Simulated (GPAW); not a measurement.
Input of a GPAW 26.7.0 run:

Contents of run.py:

```python
from ase import Atoms
from ase.dft.bandgap import bandgap
from ase.io import write
from gpaw import GPAW, PW

atoms = Atoms(['Zn', 'S'],
              cell=[[0.0, 2.702, 2.702],
                    [2.702, 0.0, 2.702],
                    [2.702, 2.702, 0.0]],
              scaled_positions=[[0.75, 0.75, 0.75],
                                [0.0, 0.0, 0.0]],
              pbc=True)

calc = GPAW(mode=PW(450),
            xc='B3LYP',
            kpts={'size': (4, 4, 4), 'gamma': True},
            occupations={'name': 'fermi-dirac', 'width': 0.05},
            nbands=14,
            convergence={'density': 1e-05, 'energy': 1e-05},
            maxiter=60,
            txt='gpaw.txt')
atoms.calc = calc
energy = atoms.get_potential_energy()
calc.write('gs.gpw')
write('result.traj', atoms)
print(f'Energy: {energy:.6f} eV')
print('Fermi level:', round(calc.get_fermi_level(), 4), 'eV')
print(f'Gap: {bandgap(calc)[0]:.4f} eV, direct: {bandgap(calc, direct=True)[0]:.4f} eV')
```

Potentials or basis: GPAW PAW data sets (gpaw-data 1.2.1), pw.

Run with:

```sh
$ OMP_NUM_THREADS=1 python run.py
```

Task: Estimate the band gap on the k mesh.

Result: 3.65 eV, direct.

Caveat: the k mesh is coarse (spacing up to 0.50 Å⁻¹), so the values aren't converged, least of all with exact exchange; exact exchange converges slowly with the k mesh, and this mesh is small.
